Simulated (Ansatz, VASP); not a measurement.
## One calculation of Se, two programs

```
CELL_PARAMETERS angstrom
2.00248 1.15613 1.63084
-2.00248 1.15613 1.63084
0.00000 -2.31226 1.63084
ATOMIC_POSITIONS crystal
Se 0.00000 0.00000 0.00000
```

Alike in both runs: functional PBE; k mesh 15 × 15 × 15; occupations gaussian, width 0.1 eV; no spin polarisation.

Ansatz relaxed the structure, and its values are those at the end. VASP's run is a single point on that final structure, the one shown.

```csv
,VASP,Ansatz
version,VASP 6.6.1,Ansatz 0.2.0
potentials or method,"VASP PAW PBE potentials, release 64 (Se)","scalar-relativistic, plane waves, PAW"
plane-wave cutoff (eV),520,420
valence electrons in the cell,6,16
```

```csv
,VASP,Ansatz,Ansatz less VASP
gap on the k mesh at the Fermi level (eV),none,none,-
pressure (GPa),0.0,0.0,-0.03
```

A gap of «none» marks a metal or a gap that the smearing closes. With one functional, cell and mesh, what is left measures potentials, basis and numerics. The two sets of potentials don't hold the same shells in valence.
